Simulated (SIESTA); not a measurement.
Crystal: Ta.

```xyz
1
Lattice="-1.6513 1.6513 1.6513 1.6513 -1.6513 1.6513 1.6513 1.6513 -1.6513" Properties=species:S:1:pos:R:3 pbc="T T T"
Ta    0.0000    0.0000    0.0000
```

Base run:

```yaml
Program: SIESTA 5.4.2
Functional: PBE
Potentials_or_basis: PseudoDojo 0.4 standard (PBE files)
Basis: DZP (energy shift 0.003 Ry; two zetas on semicore shells)
Grid_cutoff: 800 Ry
Energy_shift: 0.003 Ry
k_mesh: 11 × 11 × 11
Occupations: fermi-dirac, width 0.05 eV
Spin: no spin polarisation
```

Its results: band gap on the k mesh none (metal or under the smearing width); pressure 3.3 GPa.

Task: The run is repeated on the same cell with these changes: basis from DZP (energy shift 0.003 Ry; two zetas on semicore shells) to DZP (energy shift 0.01 Ry); energy shift from 0.003 Ry to 0.01 Ry. What comes out?

Result: Band gap on the k mesh none (metal or under the smearing width); pressure 0.1 GPa.

Caveats: the basis of atomic orbitals isn't converged, which shifts pressures, moduli and gaps; short orbitals over semicore shells can move pressures by several GPa (some runs); semicore shells carry a single zeta, which can move pressures by several GPa and volumes by a few percent (some runs).

Not every run made on this cell is shown here.
